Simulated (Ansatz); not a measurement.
BeO (wurtzite)

```
CELL_PARAMETERS angstrom
      2.71181     0.00000     0.00000
     -1.35591     2.34850     0.00000
      0.00000     0.00000     8.80911
ATOMIC_POSITIONS crystal
  Be 0.66667 0.33333 0.00075
  Be 0.66667 0.33333 0.50075
  Be 0.33333 0.66667 0.25075
  Be 0.33333 0.66667 0.75075
  O  0.66667 0.33333 0.31185
  O  0.66667 0.33333 0.81185
  O  0.33333 0.66667 0.06185
  O  0.33333 0.66667 0.56185
```

The atoms are displaced by Q × the pattern below (from a DFPT mode at A = (0.0, 0.0, 0.5), largest move 1; Q in Å), at fixed cell. It is one choice among 2 degenerate patterns. (q is in reciprocal vectors of the primitive cell; the cell shown is doubled to hold the pattern.)

```json
[
 {"atom": "Be1", "x": "0.000", "y": "0.000", "z": "1.000"},
 {"atom": "Be2", "x": "0.000", "y": "0.000", "z": "-1.000"},
 {"atom": "Be3", "x": "0.000", "y": "0.000", "z": "0.085"},
 {"atom": "Be4", "x": "0.000", "y": "0.000", "z": "-0.085"},
 {"atom": "O5", "x": "0.000", "y": "0.000", "z": "0.262"},
 {"atom": "O6", "x": "0.000", "y": "0.000", "z": "-0.262"},
 {"atom": "O7", "x": "0.000", "y": "0.000", "z": "-0.454"},
 {"atom": "O8", "x": "0.000", "y": "0.000", "z": "0.454"}
]
```

These are PBE (plane waves to 420 eV, PAW, scalar-relativistic; Ansatz, a program for electronic structure) values and carry that method's errors. k mesh 14×14×4 (Γ-centred), Fermi-Dirac smearing 0.05 eV. E stands for the smeared free energy. BeO was relaxed with its symmetry unable to fall. ΔE is measured from the undisplaced structure.

```
Q (Å)    ΔE (meV/cell)
-------  -------------
-0.2800           3975
-0.2333           2714
-0.1867           1715
-0.1400            956
-0.0933       withheld
-0.0467            105
0.0000               0
0.0467             105
0.0933        withheld
0.1400             956
0.1867            1715
0.2333            2714
0.2800            3975
```

Task: Fit an even polynomial form (powers 2, 4) to the given rows and predict ΔE at Q = 0.0933.

Result: Least squares on the 11 given rows: ΔE = (48030)·Q² + (34050)·Q⁴, in meV/cell with Q in Å; root-mean-square residual 0.8 meV/cell. At 0.0933 the fit gives 421 meV/cell; the calculation gives 422 meV/cell, so the interpolation is off by -1 (-0.2 %). The quadratic term alone would give 418 meV/cell.

(For displaced atoms, the force is minus the slope of the energy, and its curvature is a force constant, which sets phonon frequencies.)
